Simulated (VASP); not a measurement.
A calculation with VASP 6.6.1 of AlCo (native input, structure from a POSCAR):

INCAR

```
SYSTEM = AlCo
PREC = Accurate
ENCUT = 500
EDIFF = 1E-7
ISMEAR = 0
SIGMA = 0.05
LREAL = .False.
LASPH = .True.
NELM = 100
ALGO = Normal
ISIF = 2
LWAVE = .False.
LCHARG = .False.
ISPIN = 2
MAGMOM = 2 0
LORBIT = 11
LMAXMIX = 4
GGA = RP
NBANDS = 17
```

The input KPOINTS:

```
Automatic mesh
0
Gamma
  9 9 9
  0 0 0
```

Contents of POSCAR:

```
AlCo
1.0
    2.8194032100      0.0000000000      0.0000000000
    0.0000000000      2.8194032100      0.0000000000
    0.0000000000      0.0000000000      2.8194032100
Co Al
1 1
Cartesian
    1.4097016050      1.4097016050      1.4097016050
    0.0000000000      0.0000000000      0.0000000000
```

Potentials or basis: VASP PAW PBE potentials, release 64 (Co, Al).

Launch:

```sh
$ cat potpaw_PBE.64/Co/POTCAR potpaw_PBE.64/Al/POTCAR > POTCAR
$ mpirun -np 1 vasp_std > vasp.out
```

The cell is a database's computed one.

Q: Write the same calculation in another form: ASE script, Cartesian positions.

A: As run:

File run.py:

```python
from ase.calculators.vasp import Vasp
from ase.dft.bandgap import bandgap
from ase.io import read

atoms = read('AlCo.xyz')
atoms.set_initial_magnetic_moments([2.0, 0.0])
calc = Vasp(
    directory='calc',
    xc='rpbe',
    pp='PBE',
    setups='minimal',
    prec='Accurate',
    encut=500,
    ediff=1e-06,
    ismear=0,
    sigma=0.05,
    lreal=False,
    lasph=True,
    nelm=120,
    algo='Fast',
    isif=2,
    lwave=False,
    lcharg=True,
    ispin=2,
    lorbit=11,
    lmaxmix=4,
    lelf=True,
    lvhar=True,
    kpts=[9, 9, 9],
    gamma=True,
)
atoms.calc = calc

print('energy (eV):', atoms.get_potential_energy())
print('free energy (eV):', atoms.get_potential_energy(force_consistent=True))
print('forces (eV/A):')
print(atoms.get_forces())
print('stress (eV/A^3, Voigt):', atoms.get_stress())
print('Fermi level (eV):', calc.get_fermi_level())
print('moment (muB):', atoms.get_magnetic_moment())
print('site moments (muB):', atoms.get_magnetic_moments())
gap, top, bottom = bandgap(calc)
print('band gap (eV):', gap, 'from (spin, k, band)', top, 'to', bottom)
```

The input AlCo.xyz:

```xyz
2
Lattice="2.8194032100 0.0000000000 0.0000000000 0.0000000000 2.8194032100 0.0000000000 0.0000000000 0.0000000000 2.8194032100" Properties=species:S:1:pos:R:3 pbc="T T T"
Co     1.4097016050      1.4097016050      1.4097016050
Al     0.0000000000      0.0000000000      0.0000000000
```

Potentials or basis: VASP PAW PBE potentials, release 64 (Co, Al).

The run is started by

```console
$ python run.py
```

Both were run:

|  | native input, structure from a POSCAR | ASE script, Cartesian positions |
| --- | --- | --- |
| Pressure | 10.6 GPa | 10.4 GPa |
| Band gap on the k mesh | none (metal or under the smearing width) | none (metal or under the smearing width) |
| Net moment | 0.00 μB per cell | 0.00 μB per cell |
| Valence electrons inside the program's atomic spheres | Co 8.51; Al 0.84 | Co 8.51; Al 0.85 |

Keys that steer only the numerical path or the files written may differ.

Caveat: the starting moments collapsed, and a magnetic state may lie lower; the PAW data sets were made with another functional, which shifts forces and pressure a little.
